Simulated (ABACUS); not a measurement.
**NaCl: single point with LDA**

NaCl:

```
Cl Na
1.0
     0.00000    2.79406    2.79406
     2.79406    0.00000    2.79406
     2.79406    2.79406    0.00000
Cl Na
1 1
Direct
  0.50000 0.50000 0.50000
  0.00000 0.00000 0.00000
```

The cell is a database's computed one.

```yaml
Program: ABACUS 3.10.1
Task: single point
Functional: LDA
Potentials_or_basis: PseudoDojo NC SR 0.4.1 LDA stringent
Cutoff: 1211 eV
Density_cutoff: 4844 eV
Basis: plane waves
k_mesh: 6 × 6 × 6
Occupations: fermi-dirac, width 0.05 eV
Spin: no spin polarisation
```

* Pressure: -1.8 GPa
* Band gap on the k mesh: 4.80 eV, direct

Levels at points of the mesh, in eV from the valence-band top:
```tsv
k point	band 6	band 7	band 8	band 9	band 10	band 11
(0.00, 0.00, 0.00)	0.00	0.00	0.00	4.80	10.79	10.79
(0.50, 0.50, 0.50)	-2.11	-0.29	-0.29	6.92	10.49	10.65
(0.50, 0.50, 0.00)	-1.82	-0.65	-0.65	7.22	7.69	11.13
```

Wall time 2.1 s on 4 MPI ranks on AMD EPYC 9R45 96-Core Processor (Zen 5) (shared host), peak memory 0.36 GiB a rank.

LDA gaps usually lie below the measured ones, often by a third to a half.
